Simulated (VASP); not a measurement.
**SnO2 (Cassiterite): relaxation of cell and atoms with LDA**

The system is SnO2 (Cassiterite).

```
Sn O
1.0
     4.72787    0.00000    0.00000
     0.00000    4.72787    0.00000
     0.00000    0.00000    3.19517
Sn O
2 4
Direct
  0.00000 0.00000 0.00000
  0.50000 0.50000 0.50000
  0.30599 0.30599 0.00000
  0.19401 0.80599 0.50000
  0.69401 0.69401 0.00000
  0.80599 0.19401 0.50000
```

* Program: VASP 6.6.1
* Task: relaxation of cell and atoms
* Functional: LDA
* Potentials or basis: VASP PAW LDA potentials, release 64 (Sn_d, O)
* Cutoff: 600 eV
* k mesh: 6 × 6 × 8
* Occupations: gaussian, width 0.03 eV
* Spin: no spin polarisation
* Further INCAR settings: ALGO = Normal; EDIFF = 1e-07; IBRION = 2; EDIFFG = -0.005; NSW = 90; ISIF = 3

```yaml
Energy_gained_by_relaxing: 0.0 meV/atom
Ionic_steps: 2
Pressure_after_relaxing: 0.0 GPa
Band_gap_on_the_k_mesh: 1.15 eV, direct
```

Final structure:
```yaml
crystal:
  lattice:
    - [4.72726, 0.00000, 0.00000]
    - [0.00000, 4.72726, 0.00000]
    - [0.00000, 0.00000, 3.19590]
  atoms:
    - { symbol: Sn, position: [0.00000, 0.00000, 0.00000] }
    - { symbol: Sn, position: [0.50000, 0.50000, 0.50000] }
    - { symbol: O, position: [0.30604, 0.30604, 0.00000] }
    - { symbol: O, position: [0.19396, 0.80604, 0.50000] }
    - { symbol: O, position: [0.69396, 0.69396, 0.00000] }
    - { symbol: O, position: [0.80604, 0.19396, 0.50000] }
```

Levels at points of the mesh, in eV from the valence-band top:
```
           k point  band 22  band 23  band 24  band 25  band 26  band 27  band 28  band 29  band 30  band 31
(0.00, 0.00, 0.00)    -1.28    -1.28    -0.80    -0.80     0.00     1.15     5.92     6.05     6.05    10.10
(0.50, 0.00, 0.00)    -2.03    -1.24    -1.24    -0.65    -0.65     4.31     4.31     6.81     6.81    10.80
(0.50, 0.50, 0.00)    -2.06    -1.37    -1.37    -0.91    -0.91     4.70     4.70     7.30     7.30    10.80
(0.00, 0.00, 0.50)    -2.71    -1.72    -1.72    -1.28    -1.28     6.03     6.03     9.52     9.52    10.36
(0.50, 0.00, 0.50)    -1.79    -1.13    -1.13    -0.72    -0.72     6.31     6.31     7.88     7.88    10.72
(0.50, 0.50, 0.50)    -2.43    -0.99    -0.99    -0.84    -0.84     4.69     4.69     8.63     8.63    10.73
```

Run time: 55 s on 2 MPI ranks on Intel(R) Xeon(R) 6975P-C (Granite Rapids), on a shared host, peak memory 0.24 GiB a rank.

Caveat: spin-orbit coupling is left out, which moves the levels of the heavy elements. LDA gaps usually lie below the measured ones, often by a third to a half.
